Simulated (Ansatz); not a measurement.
PbO, CsCl type, relaxed with r2SCAN, was run in the plane-wave code Ansatz under altered settings. All numbers are computed, without spin polarisation but where a row says otherwise.

```
Pb O
1.0
     3.17937    0.00000    0.00000
     0.00000    3.17937    0.00000
     0.00000    0.00000    3.17937
Pb O
1 1
Direct
  0.00000 0.00000 0.00000
  0.50000 0.50000 0.50000
```

The base run's other keys:
```yaml
kpoints:
  mp_grid: { grid: [4, 4, 4] }
hamiltonian:
  xc: hse06
scf:
  occupations: { method: fixed }
  n_extra_bands: 4
```

It takes 14 iterations with 619 plane waves at 420 eV and 10 k points, and leaves a mean stress of -1.22 GPa. The gap over this mesh is 0.379 eV.

Outcomes, with energy and stress as changes against the base:

| setting | outcome | ΔF (meV/atom) | Δ mean stress (GPa) | gap on the mesh (eV) | iterations |
| --- | --- | --- | --- | --- | --- |
| PBE hybrid, exx coeff 0.4, omega 0.2078 1/Å | converged, warned | – | -1.3 | 0.156 | 41 |
| PBE hybrid, exx coeff 0.5, omega 0.3 1/Å | converged | – | -2.3 | 0.148 | 26 |
| PBE hybrid, exx coeff 0.5, unscreened | converged, warned | – | -2.7 | 1.759 | 30 |
| PBE hybrid, exx coeff 0.2, unscreened | converged | – | +0.8 | 0.837 | 12 |
| scf.occupations: cold 0.2 | converged, warned | +0.7 | 0.0 | 0.376 | 13 |
| scf.occupations: methfessel_paxton 0.5 | converged | +1.2 | +0.1 | – | 17 |

A dash marks a value that wasn't obtained or can't be compared. Stress is positive in compression.

- PBE hybrid, exx coeff 0.4, omega 0.2078 1/Å. That is 40 % exact exchange, screened with ω = 0.2078 1/Å, against HSE06's 25 % screened at 0.208 1/Å. The mean stress moves by -1.3 GPa and the gap on the mesh by -0.223 eV (to 0.156). Totals of different functionals aren't comparable. Warned: frontier gap under zero transfer term shift.
- PBE hybrid, exx coeff 0.5, omega 0.3 1/Å. That is 50 % exact exchange, screened with ω = 0.3 1/Å, against HSE06's 25 % screened at 0.208 1/Å. The mean stress moves by -2.3 GPa and the gap on the mesh by -0.231 eV (to 0.148). Totals of different functionals aren't comparable.
- PBE hybrid, exx coeff 0.5, unscreened. That is 50 % exact exchange, at all ranges, against HSE06's 25 % screened at 0.208 1/Å. The mean stress moves by -2.7 GPa and the gap on the mesh by +1.380 eV (to 1.759). Totals of different functionals aren't comparable. Warned: doubtful frontier gap.
- PBE hybrid, exx coeff 0.2, unscreened. That is 20 % exact exchange, at all ranges, against HSE06's 25 % screened at 0.208 1/Å. The mean stress moves by +0.8 GPa and the gap on the mesh by +0.458 eV (to 0.837). Totals of different functionals aren't comparable.
- scf.occupations: cold 0.2. Energy, stress and gap stay within 1 meV an atom, 0.1 GPa and 0.005 eV of the base. The term −TS is +0.2 meV an atom, of a sign that arises since this scheme's broadening is partly negative. Warned: smearing energy in gap.

Within 1 meV an atom, 0.1 GPa and 0.005 eV of the base stay: scf.occupations: cold 0.2.

Spin-orbit coupling is left out; in compounds of Pb, Bi, Tl or Hg it can lower a gap by up to about 1 eV, split its edges or invert the bands.

The stress of a hybrid is loosely converged in these runs.

The meshes of the hybrids are coarse, so their gaps aren't converged to the digits shown.
